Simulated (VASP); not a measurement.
CdF₂ (strained fluorite): a r²SCAN single-point calculation in VASP

INCAR

```
ALGO = Normal
LREAL = .FALSE.
LWAVE = .FALSE.
LASPH = .TRUE.
ISIF = 2
IBRION = -1
NSW = 0
LCHARG = .FALSE.
NELM = 120
SIGMA = 0.01
NBANDS = 20
METAGGA = R2SCAN
PREC = Accurate
EDIFF = 1E-7
ISMEAR = 0
ENCUT = 520
```

KPOINTS

```
KPOINTS created by Atomic Simulation Environment
0
Gamma
8 8 8
0 0 0
```

KPOINTS_OPT

```
special points
7
Reciprocal
0.0000000000 0.0000000000 0.0000000000 1
0.5000000000 0.0000000000 0.5000000000 1
0.6250000000 0.2500000000 0.6250000000 1
0.3750000000 0.3750000000 0.7500000000 1
0.5000000000 0.5000000000 0.5000000000 1
0.5000000000 0.2500000000 0.7500000000 1
0.2447920000 -0.5000000000 -0.2447920000 1
```

POSCAR

```
Cd F
 1.0000000000000000
    -0.0718447382000000    2.6223329429000000    2.6223329429000000
     2.6223329429000000   -0.0718447382000000    2.6223329429000000
     2.6223329429000000    2.6223329429000000   -0.0718447382000000
 Cd  F
   1   2
Cartesian
  0.0000000000000000 -0.0000000000000000  0.0000000000000000
  1.3053995050160205  1.3053995050160205  1.3053995050160201
  3.8674216425839787  3.8674216425839787  3.8674216425839787
```

VASP ran with the recommended PBE PAW datasets (26 valence electrons in the cell).

Command

```
mpirun -np 1 vasp_std
```

From OUTCAR

```
k-points           NKPTS =     65   k-points in BZ     NKDIM =     65   number of bands    NBANDS=     20

   NELECT =      26.0000    total number of electrons

   dimension x,y,z NGX =    28 NGY =   28 NGZ =   28
   dimension x,y,z NGXF=    56 NGYF=   56 NGZF=   56

  energy-cutoff  :      520.00
  volume of cell :       37.55
      direct lattice vectors                 reciprocal lattice vectors
    -0.071844738  2.622332943  2.622332943    -0.183007809  0.188162959  0.188162959
     2.622332943 -0.071844738  2.622332943     0.188162959 -0.183007809  0.188162959
     2.622332943  2.622332943 -0.071844738     0.188162959  0.188162959 -0.183007809

 k-points in reciprocal lattice and weights: KPOINTS created by Atomic Simulation Env
   0.00000000  0.00000000  0.00000000       0.002
   0.12500000  0.00000000  0.00000000       0.012
   0.25000000  0.00000000  0.00000000       0.012
   0.37500000 -0.00000000 -0.00000000       0.012
   0.50000000  0.00000000  0.00000000       0.006
   0.12500000  0.12500000  0.00000000       0.012
   0.25000000  0.12500000 -0.00000000       0.023
   0.37500000  0.12500000  0.00000000       0.023
   ...

 E-fermi :  -1.4572

 k-point     1 :       0.0000    0.0000    0.0000
  band No.  band energies     occupation
      1     -23.7316      2.00000
      2     -22.5513      2.00000
      3      -7.3325      2.00000
      4      -7.3228      2.00000
      5      -7.3228      2.00000
      6      -5.8933      2.00000
      7      -5.8933      2.00000
      8      -2.7199      2.00000
      9      -2.6217      2.00000
     10      -2.6217      2.00000
     11      -2.0502      2.00000
     12      -2.0502      2.00000
     13      -1.9055      2.00000
     14       2.3450      0.00000
     15      11.9994      0.00000
     16      11.9994      0.00000
     17      12.8189      0.00000
     18      16.7628      0.00000
     19      19.6303      0.00000
     20      19.6303      0.00000

 k-point     2 :       0.1250    0.0000    0.0000
  band No.  band energies     occupation
      1     -23.6796      2.00000
      2     -22.5992      2.00000
      3      -7.2693      2.00000
      4      -7.2572      2.00000
      5      -7.1394      2.00000
      6      -5.9156      2.00000
      7      -5.9137      2.00000
      8      -3.0916      2.00000
      9      -2.7908      2.00000
     10      -2.7432      2.00000
     11      -2.1614      2.00000
     12      -2.0277      2.00000
     13      -1.9171      2.00000
     14       2.9113      0.00000
     15      11.2958      0.00000
     16      12.2708      0.00000
     17      12.9850      0.00000
     18      17.8985      0.00000
     19      19.1778      0.00000
     20      19.3454      0.00000

 k-point     3 :       0.2500    0.0000    0.0000
  band No.  band energies     occupation
      1     -23.5383      2.00000
      2     -22.7291      2.00000
      3      -7.1246      2.00000
      4      -7.1022      2.00000
      5      -6.6383      2.00000
      6      -5.9389      2.00000
      7      -5.9305      2.00000
      8      -3.8346      2.00000
      9      -3.0621      2.00000
     10      -3.0468      2.00000
     11      -2.6912      2.00000
     12      -1.9730      2.00000
     13      -1.9217      2.00000
     14       4.2406      0.00000
     15      10.0764      0.00000
     16      12.9959      0.00000
     17      13.5937      0.00000
     18      18.3717      0.00000
     19      18.7725      0.00000
     20      19.1598      0.00000

 k-point     4 :       0.3750   -0.0000   -0.0000
  band No.  band energies     occupation
      1     -23.3415      2.00000
      2     -22.9108      2.00000
      3      -7.0025      2.00000
      4      -6.9663      2.00000
      5      -5.9847      2.00000
      6      -5.8897      2.00000
      7      -5.8744      2.00000
      8      -4.3545      2.00000
      9      -3.4967      2.00000
     10      -3.4304      2.00000
     11      -3.3459      2.00000
     12      -1.9200      2.00000
     13      -1.8968      2.00000
     14       5.7562      0.00000
     15       8.9564      0.00000
     16      13.8848      0.00000
     17      14.3145      0.00000
     18      17.6737      0.00000
     19      18.3930      0.00000
     20      18.7240      0.00000

 k-point     5 :       0.5000    0.0000    0.0000
  band No.  band energies     occupation
      1     -23.1539      2.00000
      2     -23.0913      2.00000
      3      -6.9636      2.00000
      4      -6.9216      2.00000
      5      -5.8335      2.00000
      6      -5.8180      2.00000
      7      -5.6064      2.00000
      8      -4.4421      2.00000
      9      -4.0100      2.00000
     10      -3.6058      2.00000
     11      -3.5229      2.00000
     12      -1.8988      2.00000
     13      -1.8824      2.00000
     14       6.7012      0.00000
     15       8.2239      0.00000
     16      14.3478      0.00000
     17      14.6541      0.00000
     18      17.3476      0.00000
     19      18.2578      0.00000
     20      18.3368      0.00000

 k-point     6 :       0.1250    0.1250    0.0000
  band No.  band energies     occupation
      1     -23.6626      2.00000
      2     -22.6135      2.00000
      3      -7.2372      2.00000
      4      -7.2244      2.00000
      5      -7.0864      2.00000
      6      -5.9941      2.00000
      7      -5.8760      2.00000
      8      -3.2019      2.00000
      9      -2.8744      2.00000
     10      -2.8502      2.00000
     11      -2.0534      2.00000
     12      -2.0342      2.00000
     13      -1.9222      2.00000
     14       3.0744      0.00000
     15      11.2356      0.00000
     16      12.3087      0.00000
     17      12.8854      0.00000
     18      17.7021      0.00000
     19      19.1269      0.00000
     20      19.7862      0.00000

 k-point     7 :       0.2500    0.1250   -0.0000
  band No.  band energies     occupation
      1     -23.5543      2.00000
      2     -22.7100      2.00000
      3      -7.1033      2.00000
      4      -7.0806      2.00000
      5      -6.7048      2.00000
      6      -6.1022      2.00000
      7      -5.8647      2.00000
      8      -3.8105      2.00000
      9      -3.1699      2.00000
     10      -3.1414      2.00000
     11      -2.2199      2.00000
     12      -2.0301      2.00000
     13      -1.9033      2.00000
     14       4.0943      0.00000
     15      10.3177      0.00000
     16      12.7902      0.00000
     17      13.3535      0.00000
     18      16.8886      0.00000
     19      19.5812      0.00000
     20      20.4695      0.00000

 k-point     8 :       0.3750    0.1250    0.0000
  band No.  band energies     occupation
      1     -23.3834      2.00000
      2     -22.8647      2.00000
      3      -6.9591      2.00000
      4      -6.9282      2.00000
      5      -6.1290      2.00000
      6      -6.1089      2.00000
      7      -5.8316      2.00000
      8      -4.4056      2.00000
      9      -3.5647      2.00000
     10      -3.5120      2.00000
     11      -2.7143      2.00000
     12      -1.9924      2.00000
     13      -1.8656      2.00000
     14       5.5184      0.00000
     15       9.3522      0.00000
     16      13.4257      0.00000
     17      13.9987      0.00000
     18      16.0405      0.00000
     19      19.0939      0.00000
     20      20.6517      0.00000

 k-point     9 :       0.5000    0.1250    0.0000
  band No.  band energies     occupation
      1     -23.1890      2.00000
      2     -23.0479      2.00000
      3      -6.9024      2.00000
      4      -6.8623      2.00000
      5      -5.9544      2.00000
      6      -5.8325      2.00000
      7      -5.6771      2.00000
      8      -4.7074      2.00000
      9      -3.8977      2.00000
     10      -3.6722      2.00000
     11      -3.1957      2.00000
     12      -1.9585      2.00000
     13      -1.8522      2.00000
     14       6.7327      0.00000
     15       8.5445      0.00000
     16      13.6859      0.00000
     17      14.5127      0.00000
     18      15.7683      0.00000
     19      18.5092      0.00000
     20      20.3895      0.00000

 k-point    10 :      -0.3750    0.1250    0.0000
  band No.  band energies     occupation
      1     -23.2547      2.00000
      2     -22.9858      2.00000
      3      -6.9412      2.00000
      4      -6.8674      2.00000
      5      -5.9514      2.00000
      6      -5.8609      2.00000
      7      -5.7727      2.00000
      8      -4.7076      2.00000
      9      -3.7123      2.00000
     10      -3.4791      2.00000
     11      -3.2897      2.00000
     12      -1.9534      2.00000
     13      -1.8758      2.00000
     14       6.3698      0.00000
     15       8.8532      0.00000
     16      13.3608      0.00000
     17      14.5610      0.00000
     18      16.3833      0.00000
     19      18.0219      0.00000
     20      20.4316      0.00000

 ...

  Total        1.5052460      1.5052460      1.5052460      0.2054920      0.2054920      0.2054920
  in kB       64.2300319     64.2300319     64.2300319      8.7685035      8.7685035      8.7685035
  external PRESSURE =      64.2300319 kB  Pullay stress =       0.0000000 kB

 POSITION                                       TOTAL-FORCE (eV/Angst)
 -----------------------------------------------------------------------------------
      0.00000      0.00000      0.00000         0.000000      0.000000     -0.000000
      1.30540      1.30540      1.30540         0.012280      0.012280      0.012280
      3.86742      3.86742      3.86742        -0.012280     -0.012280     -0.012280
 -----------------------------------------------------------------------------------
    total drift:                                0.000000      0.000000      0.000000

  FREE ENERGIE OF THE ION-ELECTRON SYSTEM (eV)
  ---------------------------------------------------
  free  energy   TOTEN  =       -33.6731730133 eV

  energy  without entropy=      -33.6731730133  energy(sigma->0) =      -33.67317301
```

| Property | Result |
| --- | --- |
| gap between bands v and c | 3.89 eV |
| least direct gap | 4.25 eV |
| pressure | 6.4 GPa |
| largest force | 0.02 eV/Å |

Band v is the last that the valence electrons fill when counted band by band, and c is the next.

The run took about 2.5 min on one core of a shared host (Intel Xeon Platinum 8488C) and held 0.22 GiB at most.
